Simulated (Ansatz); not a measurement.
## Trial inputs on Se

The reference input for Ansatz (plane-wave DFT with PAW):

```yaml
crystal:
  lattice:
    - [-1.7034486149, 1.7034486149, 1.7034486149]
    - [1.7034486149, -1.7034486149, 1.7034486149]
    - [1.7034486149, 1.7034486149, -1.7034486149]
  atoms:
    - { symbol: Se, position: [0.0, 0.0, 0.0] }
basis:
  ecutwfc: 420
kpoints:
  mp_grid: { grid: [10, 10, 10] }
hamiltonian:
  xc: pbe
scf:
  occupations: { method: gaussian, width: 0.1 }
output:
  forces: true
  stress: true
  eigenvalues: true
```

Command:

```bash
ansatz run input.yaml --threads 1 --pin off --max-ram 1331MiB --backend cpu --events-out ev --progress --plain --runs-dir out
```

The run converges in 6 SCF iterations on 47 irreducible k-points: pressure 2.01 GPa, no gap.

Settings here are deliberately varied, not converged. Each trial's input is given as a difference from the reference's; energies are extrapolated to zero smearing where there is one, and pressure is positive in compression. Charged cells sit in a uniform background, and their pressures hang on that convention.

Trial 1 (the one atom moved, which only shifts the crystal as a whole):

```diff
 crystal:
   atoms:
-    - { symbol: Se, position: [0.0, 0.0, 0.0] }
+    - { symbol: Se, position: [0.14, 0.177, 0.13] }
+total_charge: -0.5
```

The run converges in 7 SCF iterations on 47 irreducible k-points: pressure 10.12 GPa (with the neutralising background of the charged cell), no gap.

Trial 2:

```diff
 kpoints:
-  mp_grid: { grid: [10, 10, 10] }
+  mp_grid: { grid: [4, 4, 4] }
 hamiltonian:
+  hubbard:
+    sites: [{ species: Se, l: p, u_eff: 2.2 }]
+    projectors: ortho-atomic
 scf:
+  n_extra_bands: 3
+relax:
+  adjacent_minimum: "off"
+  f_tol: 0.07
+  max_steps: 10
+magnetization:
+  spin_polarized: true
```

The relaxation ends after 1 step and 7 SCF iterations, 0.00 meV per atom in free energy under its start, at 19.77 Å³/atom: pressure 0.92 GPa, no gap, cell moment 0.00 μB. It warns that the count of filled bands differs between k-points; that no starting moments were given; that the SCF threshold is loose for the stress. Under a U the state reached may not be the lowest.

Trial 3:

```diff
 kpoints:
-  mp_grid: { grid: [10, 10, 10] }
+  mp_grid: { grid: [6, 6, 6], shift: [0.53, 0.61, 0.43] }
+accuracy: medium
```

The run converges in 6 SCF iterations on 126 irreducible k-points: energy 42.1 meV per atom below the reference, pressure 3.02 GPa, no gap. It warns that the mesh lowers the symmetry.

Trial 4:

```diff
 basis:
-  ecutwfc: 420
+  ecutwfc: "31 Ry"
 scf:
+  n_extra_bands: 5
+  eigensolver: { real_solve: false }
+  max_iter: 73
```

The run converges in 6 SCF iterations on 47 irreducible k-points: energy 0.01 meV per atom below the reference, pressure 2.01 GPa, no gap.

Trial 5:

```diff
 kpoints:
-  mp_grid: { grid: [10, 10, 10] }
+  mp_grid: { grid: [11, 8, 11] }
 hamiltonian:
-  xc: pbe
+  xc: lda
```

The run converges in 6 SCF iterations on 270 irreducible k-points: pressure -3.90 GPa, no gap. It warns that the mesh lowers the symmetry.

Trial 6:

```diff
 scf:
-  occupations: { method: gaussian, width: 0.1 }
+  occupations: { method: fermi_dirac, width: "100 K" }
+  lower_state_search: standard
```

The run converges in 6 SCF iterations on 47 irreducible k-points: energy 0.13 meV per atom below the reference, pressure 1.84 GPa, no gap.

Trial 7:

```diff
 hamiltonian:
-  xc: pbe
+  xc: pw92
 scf:
+  max_iter: 80
+  convergence: { dr2_threshold: "1e-9 eV" }
```

The run converges in 7 SCF iterations on 47 irreducible k-points: pressure -3.82 GPa, no gap. It warns that the SCF threshold is loose for the stress.

Trial 8 (volume scaled):

```diff
 crystal:
   lattice:
-    - [-1.7034486149, 1.7034486149, 1.7034486149]
-    - [1.7034486149, -1.7034486149, 1.7034486149]
-    - [1.7034486149, 1.7034486149, -1.7034486149]
+    - [-1.6434423836, 1.6434423836, 1.6434423836]
+    - [1.6434423836, -1.6434423836, 1.6434423836]
+    - [1.6434423836, 1.6434423836, -1.6434423836]
   atoms:
-    - { symbol: Se, position: [0.0, 0.0, 0.0] }
+    - { symbol: Se, position: [0.0, 0.0, 0.0], spin: 2.0 }
 basis:
-  ecutwfc: 420
+  precision: f64
 kpoints:
-  mp_grid: { grid: [10, 10, 10] }
+  mp_grid: { grid: [4, 4, 4] }
 hamiltonian:
-  xc: pbe
+  xc: rpbe
 scf:
-  occupations: { method: gaussian, width: 0.1 }
+  occupations: { method: cold, width: 0.05 }
+  lower_state_search: "off"
+  max_iter: 80
+  convergence: { dr2_threshold: "1e-8 eV" }
 output:
+  populations: true
+magnetization:
+  spin_polarized: true
```

The run converges in 16 SCF iterations on 8 irreducible k-points: pressure 14.77 GPa, no gap, cell moment 0.06 μB. It warns that the starting moments were lost; that the state wasn't tested for a lower one; that the SCF threshold is loose for the stress.

Trial 9:

```diff
 basis:
+  ecutrho_ratio: 4
+  xc_grid: 2
 kpoints:
-  mp_grid: { grid: [10, 10, 10] }
+  mp_grid: { grid: [2, 6, 10] }
 scf:
-  occupations: { method: gaussian, width: 0.1 }
+  occupations: { method: tetrahedron_uncorrected }
+  mixing: { beta: 0.99, ndim: 2 }
+  initial_density: { chi_scale: 0, normalization: atom }
+  max_iter: 67
```

The run converges in 8 SCF iterations on 64 irreducible k-points: energy 492 meV per atom above the reference, pressure 9.90 GPa, no gap. It warns that the printed bands weren't solved further after the SCF; that the mesh lowers the symmetry.